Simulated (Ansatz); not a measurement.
All numbers below come from DFT PBE, scalar-relativistic, plane waves, PAW in Ansatz 0.2.0. All cells share a 420 eV cutoff and Γ-centred k meshes spaced at most about 0.3 Å⁻¹ (about 0.25 or finer for metals, 2π included). No spin polarisation in the final relaxations.

Temperature and zero-point effects are left out.

Two forms of Hf were relaxed alike.

A.

```
Hf
1.0
     0.00000    2.24238    2.24238
     2.24238    0.00000    2.24238
     2.24238    2.24238    0.00000
Hf
1
Direct
  0.00000 0.00000 0.00000
```

B.

```
Hf
1.0
    -1.77244    1.77244    1.77244
     1.77244   -1.77244    1.77244
     1.77244    1.77244   -1.77244
Hf
1
Direct
  0.00000 0.00000 0.00000
```

Problem. Which is lower in energy, and by how much?

Solution. A is lower, by 108 meV/atom. A has the fcc type, space group Fm-3m (No. 225), 22.6 Å³/atom and no gap on its mesh; B has the bcc type, space group Im-3m (No. 229), 22.3 Å³/atom and no gap. Counting all near atoms (those within 1.25 times the shortest distance at each site; a plus sign parts nearer from farther groups), A has Hf 12 and B has Hf 8+6. In A, Hf is surrounded by 12 Hf at 3.17 Å. In B, Hf has 8 Hf at 3.07 Å and 6 Hf at 3.54 Å. Both come from distorted database cells. The part of the Crystallography Open Database at hand lists Hf in space groups No. 194, 225, 229; sharing a group (Fm-3m and Im-3m) doesn't make a cell the listed structure.

Spin–orbit coupling, which can matter for Hf, is left out.
